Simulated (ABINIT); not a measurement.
The system is Ge.

```
Ge
1.0
     4.09041    0.00000    0.00000
    -2.04520    3.54240    0.00000
     0.00000    0.00000    3.32658
Ge
2
Direct
  0.66667 0.33333 0.14086
  0.33333 0.66667 0.85914
```

The cell was built by a generator and needn't be a form met in nature.

Base run:

```yaml
Program: ABINIT 10.8.3 (patched build)
Functional: PBE
Potentials_or_basis: JTH PAW PBE v2.0
Cutoff: 599 eV
k_mesh: 8 × 8 × 8
Occupations: fermi-dirac, width 0.05 eV
Spin: no spin polarisation
```

Its results: band gap on the k mesh none (metal or under the smearing width); pressure -2.0 GPa; largest force 0.006 eV/Å.

**Question.** The run is repeated on the same cell with these changes: potentials or basis from JTH PAW PBE v2.0 to PseudoDojo NC SR PBE v0.4.1 standard; cutoff from 599 eV to 1088 eV. What comes out?

**Answer.** Band gap on the k mesh none (metal or under the smearing width); pressure -1.5 GPa; largest force 0.012 eV/Å.
